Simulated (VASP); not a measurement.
Set up this calculation in VASP 6.6.1, as an ASE script.

| Quantity | Value |
| --- | --- |
| Task | relaxation of cell and atoms |
| Functional | PBEsol |
| Potentials or basis | VASP PAW PBE potentials, release 64 (Tb_3), 4f in core |
| Cutoff | 600 eV |
| k mesh | 9 × 9 × 5 |
| Occupations | methfessel-paxton, width 0.2 eV |
| Spin | collinear spin, antiferromagnetic start |
| Starting moments | [6.0, -6.0] μB |
| Hubbard terms | Tb f U = 4 eV |
| Optimiser | vasp |
| Further INCAR settings | ALGO = Normal; EDIFF = 1.00e-07; IBRION = 2; EDIFFG = -1.00e-02; NSW = 60; ISIF = 3 |

The structure of Tb lies in POSCAR:

```
Tb
1.0
    3.6010000000      0.0000000000      0.0000000000
   -1.8005000000      3.1185574790      0.0000000000
    0.0000000000      0.0000000000      5.6936000000
Tb
2
Direct
    0.6666666667      0.3333333333      0.7500000000
    0.3333333333      0.6666666667      0.2500000000
```

One way to write it, as run:

run.py

```python
from ase.calculators.vasp import Vasp
from ase.io import read

atoms = read('POSCAR')
atoms.set_initial_magnetic_moments([6.0, -6.0])
calc = Vasp(
    directory='calc',
    xc='pbesol',
    pp='PBE',
    setups='recommended',
    prec='Accurate',
    encut=600,
    ediff=1e-07,
    ismear=1,
    sigma=0.2,
    lreal=False,
    lasph=True,
    nelm=100,
    algo='Normal',
    isif=3,
    lwave=False,
    lcharg=False,
    ispin=2,
    lorbit=11,
    lmaxmix=6,
    ldautype=2,
    ldauprint=1,
    ibrion=2,
    nsw=60,
    ediffg=-0.01,
    ldau_luj={'Tb': {'L': 3, 'U': 4, 'J': 0}},
    kpts=[9, 9, 5],
    gamma=True,
)
atoms.calc = calc

print('energy (eV):', atoms.get_potential_energy())
print('free energy (eV):', atoms.get_potential_energy(force_consistent=True))
print('forces (eV/A):')
print(atoms.get_forces())
print('stress (eV/A^3, Voigt):', atoms.get_stress())
print('Fermi level (eV):', calc.get_fermi_level())
print('moment (muB):', atoms.get_magnetic_moment())
print('site moments (muB):', atoms.get_magnetic_moments())
print('cell (A, degrees):', atoms.cell.cellpar())
print('volume (A^3):', atoms.get_volume())
print('scaled positions:')
print(atoms.get_scaled_positions())
```

Potentials or basis: VASP PAW PBE potentials, release 64 (Tb_3), 4f in core.

Command:

```console
$ python run.py
```

Results of the run:

```yaml
Relaxed_volume: 30.37 Å³/atom
Relaxed_cell: a = 3.544 Å, b = 3.544 Å, c = 5.585 Å, α = 90.00°, β = 90.00°, γ = 120.00°
Space_group_after_relaxing_to_0.05_Å: P6_3/mmc (No. 194)
Energy_gained_by_relaxing: 10.5 meV/atom
Ionic_steps: 3
Pressure_after_relaxing: 0.0 GPa
Band_gap_on_the_k_mesh: none (metal or under the smearing width)
Net_moment: 0.00 μB per cell
Valence_electrons_inside_the_program's_atomic_spheres: Tb 7.90
```

Caveat: the magnetic or orbital state may not be the lowest; U is put on an f shell that these potentials keep in the core, so it has next to no effect; the PAW data sets were made with another functional, which shifts forces and pressure a little; spin-orbit coupling is left out, which moves the levels of the heavy elements; the 4f electrons are frozen in the core as for a trivalent ion, so they carry no moment and show no levels.

Wall time 100 s on 1 thread of AMD EPYC 9R45 96-Core Processor (Zen 5), on a shared host, peak memory 0.23 GiB.
